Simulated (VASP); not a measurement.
Here is a VASP 6.6.1 calculation.

File run.py:

```python
from ase.calculators.vasp import Vasp
from ase.dft.bandgap import bandgap
from ase.spacegroup import crystal

atoms = crystal(
    ['Se', 'Zn'],
    basis=[[0.25, 0.25, 0.25], [0.0, 0.0, 0.0]],
    spacegroup=216,
    setting=1,
    cellpar=[5.6676, 5.6676, 5.6676, 90.0, 90.0, 90.0],
    primitive_cell=True,
)
calc = Vasp(
    directory='calc',
    xc='pbesol',
    pp='PBE',
    setups='recommended',
    prec='Accurate',
    encut=520,
    ediff=1e-06,
    ismear=0,
    sigma=0.05,
    lreal=False,
    lasph=True,
    nelm=60,
    algo='Normal',
    isif=2,
    lwave=False,
    lcharg=True,
    lelf=True,
    lvhar=True,
    kpts=[8, 8, 8],
    gamma=True,
    nbands=16,
)
atoms.calc = calc

print('energy (eV):', atoms.get_potential_energy())
print('free energy (eV):', atoms.get_potential_energy(force_consistent=True))
print('forces (eV/A):')
print(atoms.get_forces())
print('stress (eV/A^3, Voigt):', atoms.get_stress())
print('Fermi level (eV):', calc.get_fermi_level())
gap, top, bottom = bandgap(calc)
print('band gap (eV):', gap, 'from (spin, k, band)', top, 'to', bottom)
```

Potentials or basis: VASP PAW PBE potentials, release 64 (Se, Zn).

Launch:

```sh
$ python run.py
```

Question: Predict the band gap on the k mesh.

Answer: 1.17 eV, direct.

Question: Estimate the pressure.

Answer: -0.9 GPa.

Caveat: the PAW data sets were made with another functional, which shifts forces and pressure a little.

**Measured values to compare with.**

“Alloy Disordering Effects on the Thermal Conductivity and Energy Gap Temperature Dependence of Cd1−xZnxSe Ternary Crystals Grown by the Bridgman Method”, 2023, pmc:10253836 reports, for a bulk crystal of ZnSe at 300 K: band gap 2.695 ± 0.003 eV (an exciton energy, a little under the gap).

Against the measured gap of ZnSe, 2.695 eV (an exciton energy, a little under the gap; 300 K; “Alloy Disordering Effects on the Thermal Conductivity and Energy Gap Temperature Dependence of Cd1−xZnxSe Ternary Crystals Grown by the Bridgman Method”, 2023, pmc:10253836), the calculated 1.17 eV is off by -1.52 eV. So large a miss can be the level of theory's own, or it may mean another phase, state or a wrong row. Spin-orbit coupling on Se is left out. The value is that of PBEsol, without temperature or zero-point motion. Semilocal functionals fall short of measured gaps as a rule.
